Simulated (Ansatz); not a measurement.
The system is SnTe.

```xyz
2
Lattice="0.0000 3.6111 3.6111 3.6111 0.0000 3.6111 3.6111 3.6111 0.0000" Properties=species:S:1:pos:R:3 pbc="T T T"
Te    1.8056    1.8056    1.8056
Sn    0.0000    0.0000    0.0000
```

Measurements of this composition are mostly on another form, of space group No. 225.

Base run:

```yaml
Program: Ansatz 0.2.0
Functional: HSEsol
Potentials_or_basis: Ansatz PAW
Cutoff: "420 eV (not typed: the program's choice for these potentials)"
k_mesh: 4 × 4 × 4
Occupations: fermi-dirac, width 0.05 eV
Spin: no spin polarisation
```

Its results: band gap on the k mesh 0.32 eV, indirect (least direct gap 1.12 eV); pressure -1.5 GPa.

Question: The run is repeated on the same cell with these changes: functional from HSEsol to HSE03. What comes out?

Answer: Band gap on the k mesh 0.28 eV, indirect (least direct gap 1.04 eV); pressure -0.6 GPa.

Caveats: spin-orbit coupling is left out, which moves the levels of the heavy elements; the PAW data sets come from PBE, with cores solved anew for the run's functional, which leaves a small shift of forces and pressure; the thresholds are loose for stress.
